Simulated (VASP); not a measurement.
A run of VASP 6.6.1 is set up as follows.

The input POSCAR:

```
AgBr
1.0
    0.0000000000      2.8860500000      2.8860500000
    2.8860500000      0.0000000000      2.8860500000
    2.8860500000      2.8860500000      0.0000000000
Ag Br
1 1
Direct
    0.5000000000      0.5000000000      0.5000000000
    0.0000000000      0.0000000000      0.0000000000
```

Contents of INCAR.step1:

```
SYSTEM = AgBr
ALGO = Normal
EDIFF = 1E-4
ENCUT = 520
GGA = PE
ISMEAR = 0
LASPH = .TRUE.
LCHARG = .FALSE.
LREAL = .FALSE.
LWAVE = .TRUE.
NBANDS = 16
NELM = 60
PREC = Accurate
SIGMA = 0.1
```

INCAR.step2

```
SYSTEM = AgBr
ALGO = Normal
EDIFF = 1E-6
ENCUT = 520
ISIF = 2
ISMEAR = 0
ISTART = 1
LASPH = .TRUE.
LCHARG = .FALSE.
LMIXTAU = .TRUE.
LREAL = .FALSE.
LWAVE = .FALSE.
METAGGA = R2SCAN
NBANDS = 16
NELM = 60
PREC = Accurate
SIGMA = 0.1
```

KPOINTS

```
k-points
0
G
  6 6 6
  0 0 0
```

Potentials or basis: VASP PAW PBE potentials, release 64 (Ag, Br).

Run with:

```console
$ cat potpaw_PBE.64/Ag/POTCAR potpaw_PBE.64/Br/POTCAR > POTCAR
$ cp INCAR.step1 INCAR
$ mpirun -np 1 vasp_std > vasp.out
$ cp INCAR.step2 INCAR
$ mpirun -np 1 vasp_std > vasp.out
```

Question: Estimate the pressure.

Answer: 0.3 GPa.

Question: Predict the band gap on the k mesh.

Answer: 1.25 eV, indirect (least direct gap 3.21 eV).

Caveat: the PAW data sets were made with another functional, which shifts forces and pressure a little. r2SCAN opens gaps a little over a GGA but as a rule still falls short of measured ones.
